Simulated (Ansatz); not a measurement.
GaAs:

```xyz
2
Lattice="-1.8808 1.8808 3.0259 1.8808 -1.8808 3.0259 1.8808 1.8808 -3.0259" Properties=species:S:1:pos:R:3 pbc="T T T"
Ga    0.0000    0.0000    0.0000
As    0.0000    0.0000    3.0259
```

The cell was built by a generator and needn't be a form met in nature.

Program: Ansatz 0.2.0. Alike in all runs: task single point; potentials or basis Ansatz PAW; no spin polarisation; cell as given; k mesh 5 × 5 × 5; smearing fermi-dirac 0.05 eV; the mesh is coarse, so values aren't converged.

Q: Order these runs on this cell by their pressure, lowest first.
A. level r2SCAN50; cutoff (eV) 500
B. level HF; cutoff (eV) 420
C. level r2SCANh; cutoff (eV) 500

A: A (-8.5 GPa), C (-6.3 GPa), B (-3.7 GPa).

Caveats: all runs use coarse meshes; the PAW data sets come from PBE, with cores solved anew for the run's functional, which leaves a small shift of forces and pressure; the thresholds are loose for stress.
